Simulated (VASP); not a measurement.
Here is a VASP 6.6.1 calculation.

File INCAR:

```
SYSTEM = PtS2
PREC     = Accurate       ! precision mode
ENCUT    = 520            ! plane-wave cutoff, eV
EDIFF    = 1E-6           ! SCF threshold, eV
ISMEAR   = 0              ! smearing method
SIGMA    = 0.02           ! smearing width, eV
LREAL    = .False.        ! projectors in reciprocal space
LASPH    = .True.         ! aspherical terms in the spheres
NELM     = 100            ! most SCF steps
ALGO     = Normal         ! electronic algorithm
ISIF     = 2              ! what is computed and relaxed
LWAVE    = .False.        ! write WAVECAR
LCHARG   = .False.        ! write CHGCAR
GGA      = PE             ! functional
IVDW     = 12             ! dispersion correction
NBANDS   = 18             ! bands
```

Contents of KPOINTS:

```
regular mesh
0
Gamma
  9 9 9
  0 0 0
```

POSCAR

```
PtS2
1.0
    1.7717696714      1.0229316967      5.3362047162
   -1.7717696714      1.0229316967      5.3362047162
    0.0000000000     -2.0458633934      5.3362047162
Pt S
1 2
Direct
    0.0000000000      0.0000000000      0.0000000000
    0.7438478407      0.7438478407      0.7438478407
    0.2561521593      0.2561521593      0.2561521593
```

Potentials or basis: VASP PAW PBE potentials, release 64 (Pt, S).

Command:

```console
$ cat potpaw_PBE.64/Pt/POTCAR potpaw_PBE.64/S/POTCAR > POTCAR
$ mpirun -np 1 vasp_std > vasp.out
```

(1) Predict the pressure.

(2) What does it give for the band gap on the k mesh?

(3) What does it give for the largest force?

Results:

(1) -0.4 GPa.

(2) 0.88 eV, indirect (least direct gap 1.05 eV).

(3) 0.038 eV/Å.

Caveat: spin-orbit coupling is left out, which moves the levels of the heavy elements; an odd mesh through Γ misses points on the zone boundary, where band edges often lie.
